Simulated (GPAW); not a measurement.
Crystal: CdTe.

```
Te Cd
1.0
     0.00000    3.20500    3.20500
     3.20500    0.00000    3.20500
     3.20500    3.20500    0.00000
Te Cd
1 1
Direct
  0.75000 0.75000 0.75000
  0.00000 0.00000 0.00000
```

Base run:

| Quantity | Value |
| --- | --- |
| Program | GPAW 26.7.0 |
| Functional | GLLB-SC |
| Potentials or basis | the program's PAW data sets (release 1.2.1) made for this functional |
| Cutoff | 450 eV |
| Basis | pw |
| k mesh | 6 × 6 × 6 |
| Occupations | fermi-dirac, width 0.001 eV |
| Spin | no spin polarisation |

Its results: band gap on the k mesh, kohn-sham part alone 1.15 eV, direct; electronic dielectric tensor (diagonal) 7.15.

Q: After a change of settings the same cell gave: band gap on the k mesh 0.61 eV, direct; electronic dielectric tensor (diagonal) 8.85. Which change was it?
A. functional from GLLB-SC to RPBE
B. functional from GLLB-SC to PBE; potentials or basis from the program's PAW data sets (release 1.2.1) made for this functional to GPAW PAW data sets (gpaw-data 1.2.1)
C. functional from GLLB-SC to AM05; potentials or basis from the program's PAW data sets (release 1.2.1) made for this functional to PAW data sets generated in the run's folder for this functional
D. functional from GLLB-SC to LDA

A: D.

Caveats: the long-wavelength limit can be off by several per cent where d states take part; spin-orbit coupling is left out, which moves the levels of the heavy elements; a model potential gives levels but no total energy (some runs); response on these states lacks terms of the Hamiltonian (some runs); the gap is small at this level, which inflates the dielectric constant (some runs).
